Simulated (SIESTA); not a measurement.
**As under changes of volume**

One of the cells (19.764 Å³/atom); the others are scaled copies at fixed shape and fractional positions:

```
As
1.0
     2.70368    0.00000    0.00000
     0.00000    2.70368    0.00000
     0.00000    0.00000    2.70368
As
1
Direct
  0.50000 0.50000 0.50000
```

This isn't the form of As at room conditions, which is rhombohedral.

```yaml
Program: SIESTA 5.4.2
Functional: LDA
Potentials_or_basis: PseudoDojo 0.4 standard (LDA files)
Basis: DZP (energy shift 0.003 Ry; two zetas on semicore shells)
Grid_cutoff: 500 Ry
Energy_shift: 0.003 Ry
k_mesh: 10 × 10 × 10
Occupations: fermi-dirac, width 0.05 eV
Spin: no spin polarisation
```

```tsv
volume (Å³/atom)	energy over the lowest point (meV/atom)	pressure (GPa)
18.578	17.35	5.6
18.973	6.60	3.1
19.368	1.15	1.3
19.764	0.00	-0.5
20.159	?	?
20.554	9.96	-3.5
20.949	20.19	-4.7
```

Q: What does the run at 20.159 Å³/atom give?

A: Energy over the lowest point 3.24 meV/atom; pressure -2.0 GPa.

Worked out: A Birch-Murnaghan fit of order 3 (a polynomial in V^(-2/3)) to the other rows has its minimum at 19.66 Å³/atom with B0 = V·E''(V) = 86 GPa and B' = 4.0. It gives 3.13 meV/atom at 20.159 Å³/atom, against the run's 3.24, and -dE/dV = -2.0 GPa, against -2.0.

Energies are extrapolated to zero smearing.

Caveats: the basis of atomic orbitals isn't converged, which shifts pressures, moduli and gaps.
